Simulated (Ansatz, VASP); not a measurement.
TaH: VASP beside Ansatz

```
Ta H
1.0
     1.75399   -2.41767    0.00000
     1.75399    2.41767    0.00000
     0.00000    0.00000    4.88014
Ta H
2 2
Direct
  0.50000 0.00000 0.00000
  0.00000 0.50000 0.50000
  0.00000 0.00000 0.75000
  0.00000 0.00000 0.25000
```

Alike in both runs: functional PBE; k mesh 12 × 12 × 8; occupations gaussian, width 0.1 eV; no spin polarisation.

Ansatz relaxed the structure, and its values are those at the end. VASP's run is a single point on that final structure, the one shown.

|  | VASP | Ansatz |
| --- | --- | --- |
| version | VASP 6.6.1 | Ansatz 0.2.0 |
| potentials or method | VASP PAW PBE potentials, release 64 (Ta_pv, H) | scalar-relativistic, plane waves, PAW |
| plane-wave cutoff (eV) | 520 | 420 |
| valence electrons in the cell | 24 | 28 |

|  | VASP | Ansatz | Ansatz less VASP |
| --- | --- | --- | --- |
| gap on the k mesh at the Fermi level (eV) | none | none | - |
| pressure (GPa) | 0.1 | 0.0 | -0.15 |

A gap of «none» marks a metal or a gap that the smearing closes. The functional is the same, so the differences come from potentials, cutoffs and numerics. The two sets of potentials don't hold the same shells in valence.

Spin-orbit coupling is left out, which matters for the levels of Ta.
